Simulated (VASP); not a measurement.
# Si2Mo in VASP: a series of runs

One slab, Si2Mo, is run at these levels: vdW-DF-cx, rev-vdW-DF2; tasks: relaxation of the atoms.

Everything below comes from runs of VASP 6.6.1. Logs are shortened: lines on timing, memory, paths and dates and some standing lists are left out, and cuts for length are marked.

**1. The slab as given**

The cell holds a slab with vacuum, 9 atoms: a = 3.200 Å, b = 3.200 Å, c = 25.487 Å, α = 90.00°, β = 90.00°, γ = 90.00°.

**2. Relaxation of the atoms, vdW-DF-cx**

File INCAR:

```
SYSTEM = Si2Mo
PREC = Accurate
ENCUT = 520
EDIFF = 1E-6
ISMEAR = -1
SIGMA = 0.05
LREAL = .FALSE.
LASPH = .TRUE.
NELM = 60
ALGO = Normal
ISIF = 2
LWAVE = .FALSE.
LCHARG = .FALSE.
LDIPOL = .TRUE.
IDIPOL = 3
DIPOL = 0.5 0.5 0.500
GGA = CX
LUSE_VDW = .TRUE.
AGGAC = 0.0
IBRION = 2
NSW = 40
EDIFFG = -0.01
```

File KPOINTS:

```
regular mesh
0
G
  6 6 1
  0 0 0
```

File POSCAR:

```
Si2Mo
1.0
    3.2000000000      0.0000000000      0.0000000000
    0.0000000000      3.2000000000      0.0000000000
    0.0000000000      0.0000000000     25.4865740000
Si Mo
6 3
Selective dynamics
Direct
    0.0000000000      0.0000000000      0.2942725845  F F F
    0.0000000000      0.0000000000      0.3972905107  F F F
    0.5000000000      0.5000000000      0.4484910369  F F F
    0.5000000000      0.5000000000      0.5515089631  T T T
    0.0000000000      0.0000000000      0.6027094893  T T T
    0.0000000000      0.0000000000      0.7057274155  T T T
    0.5000000000      0.5000000000      0.3457815476  F F F
    0.0000000000      0.0000000000      0.5000000000  T T T
    0.5000000000      0.5000000000      0.6542184524  T T T
```

Potentials or basis: VASP PAW PBE potentials, release 64 (Si, Mo_sv).

Command:

```console
$ cat potpaw_PBE.64/Si/POTCAR potpaw_PBE.64/Mo_sv/POTCAR > POTCAR
$ mpirun -np 1 vasp_std > vasp.out
```

OUTCAR:

```text
SYSTEM = Si2Mo
   PREC = Accurate
   ENCUT = 520
   EDIFF = 1E-6
   ISMEAR = -1
   LREAL = .FALSE.
   LASPH = .TRUE.
   NELM = 60
   ISIF = 2
   GGA = CX
   IBRION = 2
   NSW = 40
   EDIFFG = -0.01

 ion  position               nearest neighbor table
   1  0.000  0.000  0.294-   7 2.62   7 2.62   7 2.62   7 2.62   2 2.63
   2  0.000  0.000  0.397-   3 2.61   3 2.61   3 2.61   3 2.61   7 2.62   7 2.62   7 2.62   7 2.62
                             8 2.62   1 2.63
   3  0.500  0.500  0.448-   2 2.61   2 2.61   2 2.61   2 2.61   8 2.62   8 2.62   8 2.62   8 2.62
                             7 2.62   4 2.63
   4  0.500  0.500  0.552-   5 2.61   5 2.61   5 2.61   5 2.61   8 2.62   8 2.62   8 2.62   8 2.62
                             9 2.62   3 2.63
   5  0.000  0.000  0.603-   4 2.61   4 2.61   4 2.61   4 2.61   9 2.62   9 2.62   9 2.62   9 2.62
                             8 2.62   6 2.63
   6  0.000  0.000  0.706-   9 2.62   9 2.62   9 2.62   9 2.62   5 2.63
   7  0.500  0.500  0.346-   1 2.62   1 2.62   1 2.62   1 2.62   2 2.62   2 2.62   2 2.62   2 2.62
                             3 2.62
   8  0.000  0.000  0.500-   3 2.62   4 2.62   3 2.62   4 2.62   3 2.62   4 2.62   3 2.62   4 2.62
                             2 2.62   5 2.62
   9  0.500  0.500  0.654-   6 2.62   6 2.62   6 2.62   6 2.62   5 2.62   5 2.62   5 2.62   5 2.62
                             4 2.62

  LATTYP: Found a simple tetragonal cell.
 ALAT       =     3.2000000000
 C/A-ratio  =     7.9645543750

  Lattice vectors:

 A1 = (   3.2000000000,   0.0000000000,   0.0000000000)
 A2 = (   0.0000000000,   3.2000000000,   0.0000000000)
 A3 = (   0.0000000000,   0.0000000000,  25.4865740000)

Analysis of symmetry for initial positions (statically):
=====================================================================
 Subroutine PRICEL returns:
 Original cell was already a primitive cell.

 Routine SETGRP: Setting up the symmetry group for a
 simple tetragonal supercell.

 Subroutine GETGRP returns: Found 16 space group operations
 (whereof 16 operations were pure point group operations)
 out of a pool of 16 trial point group operations.

The static configuration has the point symmetry D_4h.

Analysis of symmetry for dynamics (positions and initial velocities):
=====================================================================
 Subroutine PRICEL returns:
 Original cell was already a primitive cell.

 Routine SETGRP: Setting up the symmetry group for a
 simple tetragonal supercell.

 Subroutine GETGRP returns: Found 16 space group operations
 (whereof 16 operations were pure point group operations)
 out of a pool of 16 trial point group operations.

The dynamic configuration has the point symmetry D_4h.

Analysis of constrained symmetry for selective dynamics:
=====================================================================
 Subroutine PRICEL returns:
 Original cell was already a primitive cell.

 Routine SETGRP: Setting up the symmetry group for a
 simple tetragonal supercell.

 Subroutine GETGRP returns: Found  8 space group operations
 (whereof  8 operations were pure point group operations)
 out of a pool of 16 trial point group operations.

The constrained configuration has the point symmetry C_4v.

 Subroutine INISYM returns: Found  8 space group operations
 (whereof  8 operations are pure point group operations),
 and found     1 'primitive' translations

----------------------------------------------------------------------------------------

                                     Primitive cell

  volume of cell :     260.9825

  direct lattice vectors                    reciprocal lattice vectors
     3.200000000  0.000000000  0.000000000     0.312500000  0.000000000  0.000000000
     0.000000000  3.200000000  0.000000000     0.000000000  0.312500000  0.000000000
     0.000000000  0.000000000 25.486574000     0.000000000  0.000000000  0.039236345

  length of vectors
     3.200000000  3.200000000 25.486574000     0.312500000  0.312500000  0.039236345

  position of ions in fractional coordinates (direct lattice)
     0.000000000  0.000000000  0.294272584
     0.000000000  0.000000000  0.397290511
     0.500000000  0.500000000  0.448491037
     0.500000000  0.500000000  0.551508963
     0.000000000  0.000000000  0.602709489
     0.000000000  0.000000000  0.705727416
     0.500000000  0.500000000  0.345781548
     0.000000000  0.000000000  0.500000000
     0.500000000  0.500000000  0.654218452

  ion indices of the primitive-cell ions
   primitive index   ion index
                 1           1
                 2           2
                 3           3
                 4           4
                 5           5
                 6           6
                 7           7
                 8           8
                 9           9

----------------------------------------------------------------------------------------

 KPOINTS: regular mesh

Automatic generation of k-mesh.
 Grid dimensions read from file:
 generate k-points for:    6    6    1

 Generating k-lattice:

  Cartesian coordinates                     Fractional coordinates (reciprocal lattice)
     0.052083333  0.000000000  0.000000000     0.166666667  0.000000000  0.000000000
     0.000000000  0.052083333  0.000000000     0.000000000  0.166666667  0.000000000
     0.000000000  0.000000000  0.039236345     0.000000000  0.000000000  1.000000000

  Length of vectors
     0.052083333  0.052083333  0.039236345

  Shift w.r.t. Gamma in fractional coordinates (k-lattice)
     0.000000000  0.000000000  0.000000000

 Subroutine IBZKPT returns following result:
 ===========================================

 Found     10 irreducible k-points:

 Following reciprocal coordinates:
            Coordinates               Weight
  0.000000  0.000000  0.000000      1.000000
  0.166667  0.000000  0.000000      4.000000
  0.333333  0.000000  0.000000      4.000000
  0.500000  0.000000  0.000000      2.000000
  0.166667  0.166667  0.000000      4.000000
  0.333333  0.166667  0.000000      8.000000
  0.500000  0.166667  0.000000      4.000000
  0.333333  0.333333  0.000000      4.000000
  0.500000  0.333333  0.000000      4.000000
  0.500000  0.500000  0.000000      1.000000
   k-points           NKPTS =     10   k-points in BZ     NKDIM =     10   number of bands    NBANDS=     39
   number of dos      NEDOS =    301   number of ions     NIONS =      9
   total plane-waves  NPLWV = 110592
   dimension x,y,z NGX =    24 NGY =   24 NGZ =  192
   dimension x,y,z NGXF=    48 NGYF=   48 NGZF=  384
   ions per type =               6   3
   NGX,Y,Z   is equivalent  to a cutoff of  12.47, 12.47, 12.52 a.u.
   NGXF,Y,Z  is equivalent  to a cutoff of  24.94, 24.94, 25.05 a.u.
 SYSTEM =  Si2Mo
   PREC   = accura    normal or accurate (medium, high low for compatibility)
   ISTART =      0    job   : 0-new  1-cont  2-samecut
   ICHARG =      2    charge: 1-file 2-atom 10-const
   ISPIN  =      1    spin polarized calculation?
   LNONCOLLINEAR =      F non collinear calculations
   LSORBIT =      F    spin-orbit coupling
   LASPH  =      T    aspherical Exc in radial PAW
   ENCUT  =  520.0 eV  38.22 Ry    6.18 a.u.   5.95  5.95 47.39*2*pi/ulx,y,z
   NELM   =     60;   NELMIN=  2; NELMDL= -5     # of ELM steps
   EDIFF  = 0.1E-05   stopping-criterion for ELM
   LREAL  =      F    real-space projection
   EDIFFG = -.1E-01   stopping-criterion for IOM
   NSW    =     40    number of steps for IOM
   IBRION =      2    ionic relax: 0-MD 1-quasi-New 2-CG
   NFREE  =      1    steps in history (QN), initial steepest desc. (CG)
   ISIF   =      2    stress and relaxation
   ISYM   =      2    0-nonsym 1-usesym 2-fastsym
   POTIM  = 0.5000    time-step for ionic-motion
   TEBEG  =    0.0;   TEEND  =   0.0 temperature during run
   PSTRESS=    0.0 pullay stress
   NELECT =      66.0000    total number of electrons
   NUPDOWN=      -1.0000    fix difference up-down
   EMIN   =  10.00;   EMAX   =-10.00  energy-range for DOS
   EFERMI =   0.00;   METHOD = LEGACY
   ISMEAR =    -1;   SIGMA  =   0.05  broadening in eV -4-tet -1-fermi 0-gaus
   EFERMI_NEDOS =   21; number of points for ismear=-14 and -15
   IALGO  =     38    algorithm
   IMIX   =      4    mixing-type and parameters
     AMIX     =   0.40;   BMIX     =  1.00
     AMIX_MAG =   1.60;   BMIX_MAG =  1.00
  volume/ion in A,a.u.               =      29.00       195.69
  Fermi-wavevector in a.u.,A,eV,Ry     =   1.035267  1.956371 14.582419  1.071778
  Thomas-Fermi vector in A             =   2.169602
   LORBIT       =      0    0 simple, 1 ext, 2 COOP (PROOUT), +10 PAW based schemes
   GGA     = CX    functional components
   LHFCALC =     F    Hartree Fock is set to
   AEXX    =    0.0000 exact exchange contribution
   IVDW_NL    =     1    kernel type
   BPARAM     = 6.3000
   IVDW    =     0    specifies the selected vdW correction
   LEPSILON=     F    determine dielectric tensor
   LRPA    =     F    only Hartree local field effects (RPA)
 conjugate gradient relaxation of ions
 non-spin polarized calculation
  energy-cutoff  :      520.00
  volume of cell :      260.98
 maximum number of plane-waves:      7080
 NGX is ok and might be reduce to    24
   NGX = 11   NGY = 11   NGZ = 95

--------------------------------------- Ionic step        1  -------------------------------------------

 number of electron      66.0000012 magnetization

 Free energy of the ion-electron system (eV)
  ---------------------------------------------------
  ext. energy  EPLUGINS =         0.00000000
  ---------------------------------------------------
  free energy    TOTEN  =       -52.72759558 eV

  energy without entropy =      -52.68999773  energy(sigma->0) =      -52.70879666

------------------------ aborting loop because EDIFF is reached ----------------------------------------

  FORCE on cell =-STRESS in cart. coord.  units (eV):
  Direction    XX          YY          ZZ          XY          YZ          ZX
  --------------------------------------------------------------------------------------
  -------------------------------------------------------------------------------------
  Total       -1.7797350     -1.7797350     -4.4404649      0.0000000      0.0000000     -0.0000000
  in kB      -10.9258319    -10.9258319    -27.2601100      0.0000000      0.0000000     -0.0000000
  external PRESSURE =     -16.3705913 kB  Pullay stress =       0.0000000 kB
[... 118 lines left out ...]
  energy  without entropy=      -52.7218708757  energy(sigma->0) =      -52.74051853

Total vdW correction in eV:      7.8082274

[... ionic steps 4 to 8 ...]

--------------------------------------- Ionic step        9  -------------------------------------------

 number of electron      66.0000010 magnetization

------------------------ aborting loop because EDIFF is reached ----------------------------------------
[... 81 lines left out ...]
  energy  without entropy=      -52.7301060215  energy(sigma->0) =      -52.74844614

Total vdW correction in eV:      7.7940969

 dipolmoment           0.000000      0.000000      0.000516 electrons x Angstroem

--------------------------------------- Ionic step       11  -------------------------------------------

 number of electron      66.0000010 magnetization

 dipolmoment           0.000000      0.000000     -0.000204 electrons x Angstroem

 Free energy of the ion-electron system (eV)
  ---------------------------------------------------
  ext. energy  EPLUGINS =         0.00000000
  ---------------------------------------------------
  free energy    TOTEN  =       -52.76696322 eV

  energy without entropy =      -52.73040843  energy(sigma->0) =      -52.74868582

 E-fermi :   3.0943     XC(G=0):  -6.8202

 val. band max:        3.0687315799   @ k =   0.5000   0.1667   0.0000
 cond. band min:       3.2520886574   @ k =   0.5000   0.1667   0.0000
 fundamental gap:      0.1833570775
 Fermi energy:         3.0943443094

 k-point     1 :       0.0000    0.0000    0.0000
  band No.  band energies     occupation
      1     -57.3486      2.00000
      2     -57.3147      2.00000
      3     -57.3003      2.00000
      4     -31.5205      2.00000
      5     -31.5142      2.00000
      6     -31.4991      2.00000
[... 409 lines left out ...]
     38       5.6391      0.00000
     39       5.6858      0.00000

------------------------ aborting loop because EDIFF is reached ----------------------------------------

 vacuum level on the upper side and lower side of the slab       (xc-potential included)        -0.063        -0.061

  FORCE on cell =-STRESS in cart. coord.  units (eV):
  Direction    XX          YY          ZZ          XY          YZ          ZX
  --------------------------------------------------------------------------------------
  -------------------------------------------------------------------------------------
  Total       -1.0256523     -1.0256523     -2.0921542      0.0000000     -0.0000000      0.0000000
  in kB       -6.2965014     -6.2965014    -12.8437802      0.0000000     -0.0000000      0.0000000
  external PRESSURE =      -8.4789277 kB  Pullay stress =       0.0000000 kB
[... 28 lines left out ...]
  energy  without entropy=      -52.7304084270  energy(sigma->0) =      -52.74868582

Total vdW correction in eV:      7.7935512

 reached required accuracy - stopping structural energy minimisation

 vacuum level on the upper side and lower side of the slab         7.708         7.709
```

Wall time 21 min (1 thread of Intel Xeon 6975P-C (Granite Rapids), shared host); peak memory 0.89 GiB.

Results:

- Free energy: -52.7670 eV
- Energy gained by relaxing: 4.4 meV/atom
- Ionic steps: 11
- Band gap on the k mesh: none (metal or under the smearing width)

The path:
```csv
step,energy change (eV),largest force (eV/Å),pressure (GPa)
1,0.0000,0.7038,-1.64
2,-0.0297,0.7121,-1.38
3,-0.0316,0.7145,-1.29
4,-0.0343,0.7111,-1.24
5,-0.0354,0.7070,-1.19
6,-0.0365,0.7106,-1.14
7,-0.0370,0.7156,-1.09
8,-0.0379,0.7163,-1.04
9,-0.0392,0.7192,-0.90
10,-0.0392,0.7195,-0.87
11,-0.0394,0.7207,-0.85
```

Final structure:
```
Si Mo
1.0
     3.20000    0.00000    0.00000
     0.00000    3.20000    0.00000
     0.00000    0.00000   25.48657
Si Mo
6 3
Direct
  0.00000 0.00000 0.29427
  0.00000 0.00000 0.39729
  0.50000 0.50000 0.44849
  0.50000 0.50000 0.55097
  0.00000 0.00000 0.60262
  0.00000 0.00000 0.70160
  0.50000 0.50000 0.34578
  0.00000 0.00000 0.49978
  0.50000 0.50000 0.65269
```

Levels at points of the mesh, in eV from the Fermi level:
```csv
k point,band 31,band 32,band 33,band 34,band 35,band 36
"(0.00, 0.00, 0.00)",0.55,0.69,0.79,0.79,0.79,0.92
"(0.50, 0.00, 0.00)",-0.38,-0.25,-0.23,-0.07,-0.05,2.35
"(0.50, 0.50, 0.00)",-1.23,-1.23,-1.20,0.19,1.43,2.12
```

Caveat: the PAW data sets were made with another functional, which shifts forces and pressure a little.

**3. Relaxation of the atoms, rev-vdW-DF2**

INCAR, as its differences from that of step 2:

```diff
@@ -16,5 +16,8 @@
 DIPOL = 0.5 0.5 0.500
-GGA = CX
+GGA = MK
 LUSE_VDW = .TRUE.
 AGGAC = 0.0
+PARAM1 = 0.1234
+PARAM2 = 0.711357
+ZAB_VDW = -1.8867
 IBRION = 2
```

KPOINTS is that of step 2.

POSCAR is that of step 2.

Potentials or basis: VASP PAW PBE potentials, release 64 (Si, Mo_sv).

Command:

```console
$ cat potpaw_PBE.64/Si/POTCAR potpaw_PBE.64/Mo_sv/POTCAR > POTCAR
$ mpirun -np 1 vasp_std > vasp.out
```

OUTCAR:

```text
SYSTEM = Si2Mo
   PREC = Accurate
   ENCUT = 520
   EDIFF = 1E-6
   ISMEAR = -1
   LREAL = .FALSE.
   LASPH = .TRUE.
   NELM = 60
   ISIF = 2
   GGA = MK
   IBRION = 2
   NSW = 40
   EDIFFG = -0.01

 ion  position               nearest neighbor table
   1  0.000  0.000  0.294-   7 2.62   7 2.62   7 2.62   7 2.62   2 2.63
   2  0.000  0.000  0.397-   3 2.61   3 2.61   3 2.61   3 2.61   7 2.62   7 2.62   7 2.62   7 2.62
                             8 2.62   1 2.63
   3  0.500  0.500  0.448-   2 2.61   2 2.61   2 2.61   2 2.61   8 2.62   8 2.62   8 2.62   8 2.62
                             7 2.62   4 2.63
   4  0.500  0.500  0.552-   5 2.61   5 2.61   5 2.61   5 2.61   8 2.62   8 2.62   8 2.62   8 2.62
                             9 2.62   3 2.63
   5  0.000  0.000  0.603-   4 2.61   4 2.61   4 2.61   4 2.61   9 2.62   9 2.62   9 2.62   9 2.62
                             8 2.62   6 2.63
   6  0.000  0.000  0.706-   9 2.62   9 2.62   9 2.62   9 2.62   5 2.63
[... 449 lines left out ...]

 E-fermi :   3.0608     XC(G=0):  -6.7383

 val. band max:        3.0289999384   @ k =   0.5000   0.1667   0.0000
 cond. band min:       3.2251791367   @ k =   0.5000   0.1667   0.0000
 fundamental gap:      0.1961791983
 Fermi energy:         3.0608124243

 k-point     1 :       0.0000    0.0000    0.0000
  band No.  band energies     occupation
      1     -57.4210      2.00000
      2     -57.3925      2.00000
      3     -57.3764      2.00000
      4     -31.5829      2.00000
      5     -31.5782      2.00000
      6     -31.5621      2.00000
[... 409 lines left out ...]
     38       5.6079      0.00000
     39       5.6442      0.00000

------------------------ aborting loop because EDIFF is reached ----------------------------------------

 vacuum level on the upper side and lower side of the slab       (xc-potential included)        -0.029        -0.050

  FORCE on cell =-STRESS in cart. coord.  units (eV):
  Direction    XX          YY          ZZ          XY          YZ          ZX
  --------------------------------------------------------------------------------------
  -------------------------------------------------------------------------------------
  Total        0.3449449      0.3449449     -1.6984146      0.0000000      0.0000000     -0.0000000
  in kB        2.1176243      2.1176243    -10.4266042      0.0000000      0.0000000     -0.0000000
  external PRESSURE =      -2.0637852 kB  Pullay stress =       0.0000000 kB
[... 28 lines left out ...]
  energy  without entropy=      -52.5342603295  energy(sigma->0) =      -52.55267228

Total vdW correction in eV:      7.3429609

 reached required accuracy - stopping structural energy minimisation

 vacuum level on the upper side and lower side of the slab         7.761         7.762
```

It took 17 min on 1 thread of Intel Xeon 6975P-C (Granite Rapids), shared host; peak memory 0.9 GiB.

Results:

```
Free energy               : -52.5711 eV
Energy gained by relaxing : 3.4 meV/atom
Ionic steps               : 10
Band gap on the k mesh    : none (metal or under the smearing width)
```

The path:
```tsv
step	energy change (eV)	largest force (eV/Å)	pressure (GPa)
1	0.0000	0.6800	-0.76
2	-0.0256	0.6524	-0.54
3	-0.0271	0.6447	-0.46
4	-0.0288	0.6335	-0.43
5	-0.0293	0.6248	-0.41
6	-0.0296	0.6301	-0.39
7	-0.0297	0.6335	-0.38
8	-0.0300	0.6374	-0.34
9	-0.0304	0.6485	-0.25
10	-0.0306	0.6666	-0.21
```

Final structure:
```
Si Mo
1.0
     3.20000    0.00000    0.00000
     0.00000    3.20000    0.00000
     0.00000    0.00000   25.48657
Si Mo
6 3
Direct
  0.00000 0.00000 0.29427
  0.00000 0.00000 0.39729
  0.50000 0.50000 0.44849
  0.50000 0.50000 0.55134
  0.00000 0.00000 0.60334
  0.00000 0.00000 0.70271
  0.50000 0.50000 0.34578
  0.00000 0.00000 0.50004
  0.50000 0.50000 0.65347
```

Caveat: the PAW data sets were made with another functional, which shifts forces and pressure a little.
